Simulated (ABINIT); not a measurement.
The system is Os.

```
Os
1.0
     2.73410    0.00000    0.00000
    -1.36705    2.36780    0.00000
     0.00000    0.00000    4.31970
Os
2
Cartesian
  1.3671 0.7893 3.2398
  0.0000 1.5785 1.0799
```

Base run:

* Program: ABINIT 10.8.3 (patched build)
* Functional: PBEsol
* Potentials or basis: JTH PAW PBE v2.0
* Cutoff: 408 eV
* k mesh: 11 × 11 × 6
* Occupations: fermi-dirac, width 0.05 eV
* Spin: spin-orbit coupling, no magnetisation

Its results: band gap on the k mesh none (metal or under the smearing width); pressure -2.2 GPa.

Q: After a change of settings the same cell gave: band gap on the k mesh none (metal or under the smearing width); pressure 26.3 GPa. Which change was it?
A. functional from PBEsol to LDA-PZ; potentials or basis from JTH PAW PBE v2.0 to JTH PAW LDA v2.0
B. functional from PBEsol to BLYP
C. functional from PBEsol to RPBE; spin from spin-orbit coupling, no magnetisation to no spin polarisation
D. k mesh from 11 × 11 × 6 to 14 × 14 × 8; spin from spin-orbit coupling, no magnetisation to no spin polarisation

A: B.

BLYP binds less tightly than PBEsol, so the same cell stands under more pressure.

Caveats: the PAW data sets were made with another functional, which shifts forces and pressure a little (some runs); so large a pressure means that the cell lies far from this level's equilibrium, or that cutoff or potentials fall short (some runs); the potentials were made for another functional, which shifts forces and pressure (some runs).

Runs at the PBE level aren't shown here.
